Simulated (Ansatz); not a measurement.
# Two states of CuNiS₂

```
CELL_PARAMETERS angstrom
0.00000 5.19470 0.00000
5.19470 0.00000 0.00000
2.59735 2.59735 -5.08694
ATOMIC_POSITIONS crystal
Ni 0.00000 0.00000 0.00000
Ni 0.75000 0.25000 0.50000
Cu 0.50000 0.50000 0.00000
Cu 0.25000 0.75000 0.50000
S 0.37500 0.39700 0.75000
S 0.60300 0.12500 0.25000
S 0.87500 0.85300 0.75000
S 0.14700 0.62500 0.25000
```

Level: PBEsol, with U = 6.77 eV and J = 0.86 eV on Cu d, U = 2.38 eV and J = 0.95 eV on Ni d (all-electron-atomic projectors); 420 eV; 5×5×5 Γ-centred mesh; fermi-dirac occupations (width 0.1 eV); Ansatz 0.2.0, fixed geometry.

State A: Ni1 up, Ni2 up (collinear spin). State B: Ni1 up, Ni2 down (collinear spin).

Task: Compare the two self-consistent states.

Result: State B is lower by 8.9 meV an atom at zero smearing; in free energy at this smearing B lies -7.2 meV an atom from A. So small a gap isn't resolved on this mesh where a state is a metal.

```tsv
state	free energy (meV/atom)	largest moment in a small sphere (μB)	net moment (μB/cell)	gap on mesh (eV)	pressure (GPa)	largest force (eV/Å)
A	7.2	0.78	2.21	metal	-3.7	1.97
B	0.0	0.90	0.00	metal	-3.2	1.96
```

Origin: a known structure type with other elements, at an estimated volume, so it need not be a known compound. Caveats: another magnetic order, which this cell may not hold, can open a gap; atoms or cell far from equilibrium.
